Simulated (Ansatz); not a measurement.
Zn:

```
Zn
1.0
    -1.56904    1.56904    1.56904
     1.56904   -1.56904    1.56904
     1.56904    1.56904   -1.56904
Zn
1
Direct
  0.00000 0.00000 0.00000
```

This isn't the form of Zn at room conditions, which is hcp.

Base run:

| Quantity | Value |
| --- | --- |
| Program | Ansatz 0.2.0 |
| Functional | PBEsol |
| Potentials or basis | Ansatz PAW earlier set |
| Cutoff | 660 eV |
| Density cutoff | 2640 eV |
| k mesh | 12 × 12 × 12 |
| Occupations | fermi-dirac, width 0.05 eV |
| Spin | no spin polarisation |

Its results: band gap on the k mesh none (metal or under the smearing width); pressure -5.2 GPa.

Task: The run is repeated on the same cell with these changes: functional from PBEsol to r2SCAN; cutoff from 660 eV to 800 eV; density cutoff from 2640 eV to 3200 eV; dispersion from none to D4. What comes out?

Result: Band gap on the k mesh none (metal or under the smearing width); pressure -6.1 GPa.

Several settings changed at once, so the effect can't be laid on one alone.

Caveats: the PAW data sets come from PBE, with cores solved anew for the run's functional, which leaves a small shift of forces and pressure; pairwise dispersion overbinds metals, which lowers pressure and volume (some runs); the density of states is complete only up to the lowest level of the last band computed (some runs).

Not every run made on this cell is shown here.
